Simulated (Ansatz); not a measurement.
# H_i (8-fold void) in Al2O3 (R-3c): charge-transition levels and formation energies

Wanted: the transition levels of a hydrogen interstitial in Al2O3 (R-3c), from a cell of 80 host atoms with 1 H put in.

Program: Ansatz 0.2.0. Level of theory: place-levels on PBEsol runs: charge-transition levels and formation energies with image-charge correction and potential alignment at the atomic sites. Results are calculated unless marked as measured.

Experimental background.

“Multi-petahertz electron interference in Cr:Al2O3 solid-state material” (2018, pmc:5906618) quotes from earlier work for Al2O3, alpha (corundum) (high-purity reference sample): band gap (optical band gap of host from absorption) 8.7 eV [literature value quoted for a high-purity sample; optical absorption edge, temperature …].

This is a report of a sequence of runs, with most program output left out.

## (1) Set-up

The cell holds 81 atoms: 32 Al, 48 O and 1 H. Its edges and angles: a = 10.280 Å, b = 10.280 Å, c = 10.280 Å, α = 55.3°, β = 55.3°, γ = 55.3°. It derives from Al2O3 (space group R-3c). Nearest the centre at fractional (0.495, 0.496, 0.009): H81 at 0.00 Å, Al63 at 1.93 Å, Al12 at 1.93 Å, O47 at 1.93 Å, O10 at 1.93 Å, O59 at 1.98 Å, O28 at 1.99 Å, O75 at 2.04 Å.

Screening for the image-charge correction: ε∞ = (3.30, 3.30, 3.26), ε0 = (9.72, 9.72, 11.81), computed on the host (DFPT, PBEsol).

The cell's shortest repeat is 9.5 Å.

## (2) What was run first

A transition level is the Fermi level at which two charge states cost the same, so each charge needs its own total energy, at its own relaxed structure.

Each atom starts 0.08 Å or so off its site in a random direction. Forces are taken at one point at (¼, ¼, ¼). The cell holds 1 electron more than the neutral one, with a uniform background that keeps it neutral on the whole.

One of the inputs; charge, spin and start change from state to state.

File qm1.relax/input.yaml:

```yaml
crystal:
  lattice:
    - [4.77386743, 2.75619364, 8.67653806]
    - [-4.77386743, 2.75619364, 8.67653806]
    - [0.0, -5.51238729, 8.67653806]
  atoms:
    - { symbol: Al, position: [0.32396044, 0.32396044, 0.32396044] }
    - { symbol: Al, position: [0.42603956, 0.42603956, 0.42603956] }
[... 3 atom lines left out ...]
    - { symbol: O, position: [0.47207012, 0.125, 0.27792988] }
[... 3 atom lines left out ...]
    - { symbol: O, position: [0.27792988, 0.47207012, 0.125] }
[... 1 atom line left out ...]
    - { symbol: Al, position: [0.42603956, 0.42603956, 0.92603956] }
[... 11 atom lines left out ...]
    - { symbol: Al, position: [0.17603956, 0.67603956, 0.17603956] }
    - { symbol: O, position: [0.22207012, 0.52792988, 0.375] }
[... 2 atom lines left out ...]
    - { symbol: O, position: [0.375, 0.72207012, 0.02792988] }
[... 2 atom lines left out ...]
    - { symbol: Al, position: [0.32396044, 0.82396044, 0.82396044] }
[... 4 atom lines left out ...]
    - { symbol: O, position: [0.47207012, 0.625, 0.77792988] }
[... 2 atom lines left out ...]
    - { symbol: O, position: [0.125, 0.77792988, 0.97207012] }
[... 4 atom lines left out ...]
    - { symbol: Al, position: [0.67603956, 0.17603956, 0.17603956] }
[... 2 atom lines left out ...]
    - { symbol: O, position: [0.52792988, 0.375, 0.22207012] }
    - { symbol: O, position: [0.875, 0.22207012, 0.02792988] }
[... 2 atom lines left out ...]
    - { symbol: Al, position: [0.82396044, 0.32396044, 0.82396044] }
[... 7 atom lines left out ...]
    - { symbol: O, position: [0.625, 0.27792988, 0.97207012] }
[... 3 atom lines left out ...]
    - { symbol: Al, position: [0.57396044, 0.57396044, 0.07396044] }
[... 10 atom lines left out ...]
    - { symbol: Al, position: [0.67603956, 0.67603956, 0.67603956] }
    - { symbol: O, position: [0.72207012, 0.52792988, 0.875] }
[... 1 atom line left out ...]
    - { symbol: O, position: [0.52792988, 0.875, 0.72207012] }
[... 3 atom lines left out ...]
    - { symbol: H, position: [0.494839, 0.495925, 0.009237] }
  host:
    repeats: [2, 2, 2]
    atoms:
      - { symbol: Al, position: [0.64792089, 0.64792089, 0.64792089] }
      - { symbol: Al, position: [0.85207911, 0.85207911, 0.85207911] }
      # ... 8 more atoms of the perfect host
total_charge: -1
basis:
  ecutwfc: 420
  xc_grid: 2
hamiltonian:
  xc: pbesol
kpoints:
  mp_grid: { grid: [1, 1, 1], shift: [0.25, 0.25, 0.25] }
scf:
  occupations: { method: fixed }
  max_iter: 60
output:
  forces: true
  charged_corrections:
    epsilon: [3.3, 3.3, 3.26]
    static_epsilon: [9.72, 9.72, 11.81]
    defect_position: [0.494839, 0.495925, 0.009237]
relax:
  f_tol: 0.01
  max_steps: 80
  random_displacement: { amplitude: 0.08, seed: 4057 }
checkpoint:
  write: "../qm1.relax.run"
  compress: false
  write_wavefunctions: true
  write_every: 100000
```

Launch:

```sh
> ansatz run input.yaml --threads 2 --pin off --max-ram 3768MiB --backend cpu --events-out ev --progress --plain --runs-dir out
```

The run of this state that the levels use, under PBEsol:

File qm1.point/input.yaml:

```yaml
crystal:
  checkpoint: "../qm1.relax.run"
  host: checkpoint
total_charge: -1
basis:
  ecutwfc: 420
  xc_grid: 2
hamiltonian:
  xc: pbesol
kpoints:
  mp_grid: { grid: [1, 1, 1], shift: [0.25, 0.25, 0.25] }
scf:
  occupations: { method: fixed }
  max_iter: 60
output:
  forces: true
  eigenvalues: true
  charged_corrections:
    epsilon: [3.3, 3.3, 3.26]
    static_epsilon: [9.72, 9.72, 11.81]
    defect_position: [0.494839, 0.495925, 0.009237]
  eigenstates: { localisation: true }
  populations: true
  band_densities: [{ bands: [v1, v1] }, { bands: [c1, c1] }]
  write_density: true
  write_potential: true
  volumetric_format: npy
checkpoint:
  read: "../qm1.relax.run"
  write: "../qm1.point.run"
  compress: false
  write_wavefunctions: false
  write_every: 100000
```

Relaxations under PBEsol at one point at (¼, ¼, ¼); times on 2 threads of Arm Neoverse V2, shared host:

```tsv
charge	moment (μB)	occupations	outcome	steps	largest displacement against the far atoms (Å)	time
−1	0	fixed	converged	6	0.25	83 s
0	1	fixed	converged	6	0.08	2.5 min
+1	0	fixed	converged	12	0.94	2.4 min
```

Single points under PBEsol at one point at (¼, ¼, ¼); times on 2 threads of Arm Neoverse V2, shared host:

```tsv
charge	moment (μB)	occupations	outcome	time
−1	0	fixed	converged	17 s
0	1	fixed	converged	43 s
+1	0	fixed	converged	16 s
```

Distances (Å) from H81 to the nearest atoms after relaxation with PBEsol:

```tsv
charge	moment (μB)	1.	2.	3.	4.	5.	6.
−1	0	Al 1.67	Al 1.67	O 2.13	O 2.13	O 2.13	O 2.13
0	1	Al 1.92	Al 1.92	O 2.04	O 2.04	O 2.04	O 2.04
+1	0	O 1.02	O 1.67	Al 2.02	Al 2.12	O 2.17	O 2.28
```

## (3) Levels against the band edges, PBEsol

A charged cell interacts with its images and the background, and its potential has another zero than the host's. place-levels removes the first by a point-charge model, screened by the static dielectric constant since the ions have relaxed around the charge, and the second by comparing potentials at atoms far from the defect.

The host is a run of the defect-free crystal in the same cutoffs, grids and k-points, so that basis and sampling errors cancel in part in the differences. The host is run in a cell of 10 atoms on a matching mesh. Its band edges are searched through the zone by a band path, so the gap is smaller than, or equal to, that on the mesh. Chemical potentials are energies per atom of H (H2 molecule), run with the same functional and cutoff.

File levels.point.yaml:

```yaml
host:
  run: host.point.run
states: [qm1.point.run, q0_M1.point.run, qp1.point.run]
geometry_from:
  qm1.point.run: qm1.relax.run
  q0_M1.point.run: q0_M1.relax.run
  qp1.point.run: qp1.relax.run
  host.point.run: host.relax.run
chemical_potentials:
  H:
    energy: -15.609288
    dataset: "<sha256 of the dataset>"
```

Launch:

```sh
> ansatz place-levels levels.point.yaml -- --threads 2 --pin off --max-ram 3768MiB
```

Elapsed: 0.17 s, on 2 threads of Arm Neoverse V2, shared host.

Levels between the charges placed, in eV above the valence top:

```tsv
	gap (eV)	(+1/0)	(0/−1)
PBEsol	6.03	4.79	3.73
```

Corrections by state:

```tsv
charge	moment (μB)	image terms and alignment (eV)	band filling (eV)	ε used	over the lowest of its charge, as the program ranks them, band filling apart (eV)
+1	0.0	0.237	-	principal values (9.72, 9.72, 11.81)	0.000
0	1.0	0.000	-	-	0.000
−1	0.0	0.149	-	principal values (9.72, 9.72, 11.81)	0.000
```

From the program's caveats on the states, each cut to its opening words:

- charge +1, −1: how wide its charge is, is not read beside other atoms or cores, and a band state would take no correction
- charge +1: its displacements don't fall off away from the defect: farther atoms stand 0.019 Å off the host's places
- charge 0 (1 μB): flagged: stability check not made

Chemical potentials of the elements' reference phases, run alike. Formation energy by charge state (elemental references; gap 6.03 eV):

```tsv
charge	at valence top (eV)	at conduction bottom (eV)	correction included (eV)
+1	-1.41	4.61	0.24
0	3.38	3.38	0.00
−1	7.11	1.08	0.15
```

```
Fermi level (eV)  lowest formation energy (eV)
            0.00                         -1.41
            0.55                         -0.87
            1.10                         -0.32
            1.64                          0.23
            2.19                          0.78
            2.74                          1.32
            3.29                          1.88
            3.84                          2.42
            4.39                          2.72
            4.93                          2.18
            5.48                          1.63
            6.03                          1.08
```

The lowest state changes at 4.26 eV (+1/−1) above the valence top. The step +1/−1 skips a computed charge state: negative-U behaviour.

## (4) Another choice

A choice is tested by changing it alone.

levels.try0.yaml is levels.point.yaml with these lines changed:

```diff
+epsilon: 500.0
+static_epsilon: 500.0
```

Launch:

```sh
> ansatz place-levels levels.try0.yaml -- --threads 2 --pin off --max-ram 3768MiB
```

The change: a very large dielectric constant, which removes the point-charge term and changes the alignment.

Levels in eV above the valence top; the changed ones are not the defect's:

```tsv
	gap (eV)	(+1/0)	(0/−1)
changed	6.03	4.94	3.59
as set up	6.03	4.79	3.73
```

The largest shift is 0.15 eV.

## (5) Summary of results

```
gap of the host                                                             : 6.03 eV (PBEsol)
level (plus 1/0)                                                            : 4.79 eV above the valence top, not a change between lowest states
level (0/minus 1)                                                           : 3.73 eV above the valence top, not a change between lowest states
level (plus 1/minus 1)                                                      : 4.26 eV above the valence top
lowest of the charges placed, just above the valence top (0.02 eV)          : +1
lowest of the charges placed, just below the conduction bottom (0.02 eV)    : −1
lowest formation energy at mid-gap of the charges run, elemental references : 1.60 eV
```

**Reading.** Of the charges placed (−1, 0 and +1), the lowest changes at 4.26 eV (+1/−1) above the valence top, in a gap of 6.03 eV. (+1/−1) passes over charge 0, which lies 0.53 eV above the two there; a lower structure or spin state of it, if missed, would change that. Charges above +1 and below −1 were not placed, so these runs say nothing of levels that involve them. States placed: +1 at 0 μB; 0 at 1 μB; −1 at 0 μB. Other spin states or structures, where not listed, weren't placed. At charge +1 the atom put in ends up to 0.9 Å from its starting place, so the name tells the start alone and the levels can join different sites. H is taken at its element; compounds, which aren't counted here, bound the chemical potentials and would shift these formation energies. What this leaves open: one k-point off the zone centre stands for the whole zone; PBEsol makes the gap too small and tends to spread out bound carriers; where a gas molecule sets a chemical potential or the host's formation energy, its binding is uncorrected.

Comparison with the measured values:

| quantity | measured | PBEsol |
| --- | --- | --- |
| band gap (least gap of the host; the measured gap is an optical one, which needn't be the least gap) (eV) | 8.7 | 6.03 (-2.67 eV) |

Measured values from pmc:5906618 (2018).

How well it matches: The band gap is off by -2.67 eV: a clear miss. Local and semilocal functionals usually give gaps below the measured ones. An optical gap can lie under the band gap by the exciton's binding. Zero-point and thermal motion shift the measured gap.

[Logs are printed without paths, hosts, clocks, repeated set-up lines and the standing remarks that a program may print on its own settings, such as how far it seeks lower states.]

[Hosts, paths, dates, database ids (printed as entryN), source tags and the programs' standing remarks are cut or masked in the printed files.]

[Where a table of states has a column of steps, it counts the stored structures, which are thinned; the runs took as many ionic steps or more.]

[A defect's name tells the site on which it was built; relaxed atoms can leave that site.]

[For some hosts the program warned that the k-mesh of the response run may be too coarse for force constants and the static dielectric constant; such warnings are not shown here.]
